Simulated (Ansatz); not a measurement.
# MgO (Fm-3m) in Ansatz: a series of runs

One crystal, MgO, is run at these levels: PBE; tasks: single point.

Program: Ansatz 0.2.0. These are calculated values, not measurements. Logs are shortened: lines on timing, memory, paths and dates and some standing lists are left out, and cuts for length are marked.

**Measured values to compare with.**

From “Electronic structure of alkaline earth and post-transition metal oxides”, 2009, arxiv:0908.1581, for a bulk crystal of MgO: band gap 7.83 eV.

The runs below are set against these values where they give the same quantity.

## Step 1: The structure

It takes space group Fm-3m (No. 225, cubic). Conventional cell: a = 4.194 Å, b = 4.194 Å, c = 4.194 Å, α = 90.00°, β = 90.00°, γ = 90.00°. Mg (site symmetry m-3m) is surrounded by 6 O at 2.10 Å. O (site symmetry m-3m) is surrounded by 6 Mg at 2.10 Å.

The cell is a database's computed one.

## Step 2: Single point, PBE

File input.yaml:

```yaml
crystal:
  lattice:
    - [0.0, 2.0970013927, 2.0970013927]
    - [2.0970013927, 0.0, 2.0970013927]
    - [2.0970013927, 2.0970013927, 0.0]
  atoms:
    - { symbol: Mg, position: [0.0, 0.0, 0.0] }
    - { symbol: O, position: [0.5, 0.5, 0.5] }
hamiltonian:
  xc: pbe
  pseudopotentials: { kind: paw }
kpoints:
  mp_grid: { grid: [11, 11, 11] }
scf:
  occupations: { method: gaussian, width: 0.017 }
output:
  forces: true
  stress: true
  eigenvalues: true
```

Potentials or basis: Ansatz PAW.

Started as:

```
ansatz run input.yaml --threads 2 --pin off --max-ram 5632MiB --backend cpu --events-out ev --progress --plain --runs-dir out
```

The log of the run:

```text
Warning: RAYON_NUM_THREADS=2 ignored (pool sized by the plan → 2); use --threads N
Engine: ansatz 0.2.0, x86_64-unknown-linux-gnu
Pseudopotentials: kind: paw
Pseudopotential: Mg, paw, valence charge 10, recommended cutoff 420 eV (normal), Mg.paw.azcp
Pseudopotential: O, paw, valence charge 6, recommended cutoff 420 eV (normal), O.paw.azcp
Functional definition: PBE
  parameter kappa = 0.804
  parameter beta = 0.06672455060314922
  exchange = pbe_x(kappa = kappa, mu = beta*pi^2/3)
  correlation = pbe_c(beta = beta)
Crystal: 2 atoms, lattice volume = 18.443 Å³
Basis set: ecut = 420 eV, 339 PW (Γ), exchange–correlation on 40×40×40 points (8 copies of the dense FFT grid, shifted against one another)
Bands: 12, of which v1, the nominal top of the filled ones, is band 8 counted from 1 (7 counted from 0)
Symmetry: 48 space group operations
Space group: Fm-3m (ITA 225), of the structure as read, at distance tolerance 2.6e-5 Å
k-points: 56 of 1331
Non-local potential: Mg, projectors of the file, l = 0: 3, l = 1: 2, l = 2: 1
Non-local potential: O, projectors of the file, l = 0: 2, l = 1: 2, l = 2: 1
PAW form: soft (Blöchl's): semilocal exchange-correlation on the pseudo side does not see the compensation charge
PAW one-centre angular grid: Mg, 110 points (default); XC on 64 Gauss nodes
PAW one-centre angular grid: O, 110 points (default); XC on 64 Gauss nodes
Initial density: superposition of atomic densities (neutral atoms: chi_scale 0, normalization atom), corrected by the library's trained network
Initial wavefunctions: pseudopotential atomic-orbital guess
Functional: x = pbe(κ = 0.804, μ = 0.2195149727645171), c = pbe(β = 0.06672455060314922)
SCF iter   1: F=—  HF=-2494.121618 eV  |F-HF|=—  |Δ(HF+E_count)|=         —  Δρ=5.87e-4  dr2=8.10e-6  ethr=1.77e-3  ⟨swp⟩=5.9  Hψ=3983  notcnv=0
preconditioner: auto → none  [insulator: Δε(μ)=4.867 eV  Ē_g=18.688 eV  σ=0.017 eV  W_gap=1.00  n_scr=8 (ndim 8)  ℏωp=24.5 eV  f_vac=0.000  D(μ)=0.00/eV (n_scr^D=0)  ε∞_Penn≈2.7]
SCF iter   2: F=—  HF=-2494.122355 eV  |F-HF|=—  |Δ(HF+E_count)|=   7.38e-4  Δρ=4.40e-4  dr2=1.75e-5  ethr=5.06e-8  ⟨swp⟩=3.8  Hψ=2051  notcnv=0
SCF iter   3: F=—  HF=-2494.122374 eV  |F-HF|=—  |Δ(HF+E_count)|=   1.87e-5  Δρ=2.45e-4  dr2=4.79e-6  ethr=5.06e-8  ⟨swp⟩=3.0  Hψ=1088  notcnv=0
iter 4 did not close the SCF: its close was put off for the readings that it lacked (scf_convergence_deferred on its scf_iter line)
SCF iter   4: F=-2494.122391 eV  HF=-2494.122391 eV  |F-HF|=1.76e-8  |Δ(HF+E_count)|=   1.68e-5  Δρ=3.29e-5  dr2=7.19e-8  ethr=2.99e-8  ⟨swp⟩=2.2  Hψ=1025  notcnv=0
iter 5 did not close the SCF: its close was put off for the readings that it lacked (scf_convergence_deferred on its scf_iter line)
SCF iter   5: F=-2494.122391 eV  HF=-2494.122391 eV  |F-HF|=9.59e-9  |Δ(HF+E_count)|=   2.70e-8  Δρ=9.19e-6  dr2=8.88e-9  ethr=4.50e-10  ⟨swp⟩=2.2  Hψ=1101  notcnv=0
SCF iter   6: F=-2494.122391 eV  HF=-2494.122391 eV  |F-HF|=9.52e-10  |Δ(HF+E_count)|=   3.71e-9  Δρ=2.75e-6  dr2=6.22e-10  ethr=5.55e-11  ⟨swp⟩=1.8  Hψ=2058  notcnv=0
SCF 1 converged in 6 iterations: F = -2494.122391 eV  dr2 = 6.22e-10
SCF converged after 6 iterations
Free energy (F): -2494.122391 eV
Harris-Foulkes:  -2494.122391 eV  (|F-HF|=9.52e-10)
Internal energy: -2494.122391 eV  (E = F + TS)
E sigma→0 (E₀):  -2494.122391 eV
Fermi energy:    10.730736 eV
--- Per-component energies (eV) ---
  E_band       = -289.824665
  E_kinetic    = 256.228112
  E_local      = -1594.291188  (includes V_loc(G=0)·N_el)
  E_nonlocal   = 142.843501
  E_hartree    = 551.485667
  E_xc         = -105.411154
  E_vxc        = -135.097026  (∫ρ·V_xc dr)
  E_paw        = -450.061190  (= ΣΔE_a)
  E_vpaw       = -62.481100  (= ΣTr[D̂ρ^β])
  E_aug_tail   = 0.002518  (compensation charges beyond the density's cutoff)
  E_ewald      = -1294.918655
  E_smearing   = -0.000000  (= −TS)
  E_closure    = 0.000000  (closes the sum)
  Σ components = -2494.122391   (vs F -2494.122391, Δ=0.00e0)
--- Forces (eV/Å), atoms counted from 1 ---
  atom   1  Mg    -0.00000000    -0.00000000    -0.00000000
  atom   2  O      0.00000000    -0.00000000    -0.00000000
  max |Σ_I F_I| component: 2.06e-29 eV/Å
--- Stress (GPa, compression-positive) ---
        6.907520      -0.000000      -0.000000
        0.000000       6.907520      -0.000000
        0.000000      -0.000000       6.907520
  P = ⅓ Tr σ = 6.9075 GPa (69.075 kbar)
--- Band table (eV; the first three rows and the last of 56) ---
  k-point 0: bands = ["-63.9555", "-30.6748", "-30.6748", "-30.6748", "-9.0220", "8.2960", "8.2960", "8.2960", "13.1654", "24.1918", "24.1918", "24.1918"]
  k-point 1: bands = ["-63.9547", "-30.6821", "-30.6755", "-30.6755", "-8.9294", "7.7456", "8.2390", "8.2390", "13.6951", "23.0919", "24.3956", "24.3956"]
  k-point 2: bands = ["-63.9528", "-30.7017", "-30.6774", "-30.6774", "-8.6707", "6.5696", "8.0896", "8.0896", "14.7693", "21.6442", "24.8524", "24.8524"]
  k-point 55: bands = ["-63.9433", "-30.7309", "-30.7275", "-30.7046", "-7.3919", "5.1787", "5.3886", "6.6519", "19.6291", "20.3185", "20.6405", "24.2964"]
```

Wall time 0.36 s (2 threads of Intel Xeon 6975P-C (Granite Rapids), shared host); peak memory 0.32 GiB.

Results:

```
Free energy            : -2494.1224 eV
Pressure               : 6.9 GPa
Band gap on the k mesh : 4.87 eV, direct
```

Caveat: odd divisions of the mesh miss points on the zone boundary, where band edges often lie, so the gap on the mesh can be too wide; the pressure holds a Pulay correction of +0.6 GPa for the finite cutoff.

## Step 3: Single point, PBE

input.yaml, as its differences from that of step 2:

```diff
@@ -14,3 +14,3 @@
 scf:
-  occupations: { method: gaussian, width: 0.017 }
+  occupations: { method: gaussian, width: 0.018 }
 output:
@@ -19 +19,5 @@
   eigenvalues: true
+  write_density: true
+  write_potential: true
+  elf: true
+  volumetric_format: npy
```

Potentials or basis: Ansatz PAW.

Started as:

```
ansatz run input.yaml --threads 2 --pin off --max-ram 5632MiB --backend cpu --events-out ev --progress --plain --runs-dir out
```

Run time: 0.43 s. Hardware: 2 threads of Intel Xeon 6975P-C (Granite Rapids), shared host; peak memory 0.31 GiB.

It converged, with:

- Free energy: -2494.1224 eV
- Pressure: 6.9 GPa
- Band gap on the k mesh: 4.87 eV, direct

Levels at points of the mesh, in eV from the valence-band top:
```tsv
k point	band 5	band 6	band 7	band 8	band 9	band 10	band 11	band 12
(0.00, 0.00, 0.00)	-17.32	0.00	0.00	0.00	4.87	15.90	15.90	15.90
```

Caveat: odd divisions of the mesh miss points on the zone boundary, where band edges often lie, so the gap on the mesh can be too wide; the pressure holds a Pulay correction of +0.6 GPa for the finite cutoff.

## Step 4: Against experiment

Step 2. Measured gap of MgO: 7.83 eV (quoted in “Electronic structure of alkaline earth and post-transition metal oxides”, 2009, arxiv:0908.1581). This calculation gives 4.87 eV (-2.96 eV). The value is that of PBE, without temperature or zero-point motion. Semilocal functionals fall short of measured gaps as a rule. The cell is a database's relaxed one, not the measured one, which moves gaps too.

Step 3. A measured gap of MgO is 7.83 eV (quoted in “Electronic structure of alkaline earth and post-transition metal oxides”, 2009, arxiv:0908.1581); the calculated 4.87 eV misses it by -2.96 eV. The value is that of PBE, without temperature or zero-point motion. Semilocal functionals fall short of measured gaps as a rule. The cell is a database's relaxed one, not the measured one, which moves gaps too.
